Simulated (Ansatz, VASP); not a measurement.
## Two plane-wave programs on Ti

```xyz
2
Lattice="2.9003 0.0000 0.0000 -1.4501 2.5117 0.0000 0.0000 0.0000 4.5903" Properties=species:S:1:pos:R:3 pbc="T T T"
Ti    0.0000    1.6745    1.1476
Ti    1.4501    0.8372    3.4428
```

Alike in both runs: task single point; functional PBEsol; k mesh 18 × 18 × 10; occupations gaussian, width 0.1 eV; no spin polarisation.

```csv
,VASP,Ansatz
version,VASP 6.6.1,Ansatz 0.2.0
potentials or method,"VASP PAW PBE potentials, release 64 (Ti_sv)","scalar-relativistic, plane waves, PAW"
plane-wave cutoff (eV),520,600
valence electrons in the cell,24,24
```

|  | VASP | Ansatz | Ansatz less VASP |
| --- | --- | --- | --- |
| gap on the k mesh at the Fermi level (eV) | none | none | - |
| pressure (GPa) | -0.3 | 0.0 | +0.28 |

A gap of «none» marks a metal or a gap that the smearing closes. Ansatz warned: «pseudo_functional_mismatch».

Caveats: the PAW data sets were made with another functional, which shifts forces and pressure a little (VASP).
